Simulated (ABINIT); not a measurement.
Crystal: Pd.

```
Pd
1.0
     2.78367    0.00000    0.00000
    -1.39183    2.41072    0.00000
     0.00000    0.00000    4.62889
Pd
2
Direct
  0.33333 0.66667 0.25000
  0.66667 0.33333 0.75000
```

This isn't the form of Pd at room conditions, which is fcc.

Base run:

```yaml
Program: ABINIT 10.8.3 (patched build)
Functional: WC
Potentials_or_basis: JTH PAW PBE v2.0
Cutoff: 707 eV
k_mesh: 11 × 11 × 6
Occupations: fermi-dirac, width 0.05 eV
Spin: no spin polarisation
```

Its results: band gap on the k mesh none (metal or under the smearing width); pressure -9.5 GPa.

Question: After a change of settings the same cell gave: band gap on the k mesh none (metal or under the smearing width); pressure -3.8 GPa. Which change was it?
A. functional from WC to PBE; potentials or basis from JTH PAW PBE v2.0 to PseudoDojo NC SR PBE v0.4 stringent; cutoff from 707 eV to 1116 eV
B. functional from WC to PW91
C. functional from WC to PBE; cutoff from 707 eV to 599 eV; fine-grid cutoff from 1306.15 eV to 1197.3 eV
D. functional from WC to r2SCAN

Answer: D.

Caveats: the PAW data sets were made with another functional, which shifts forces and pressure a little.
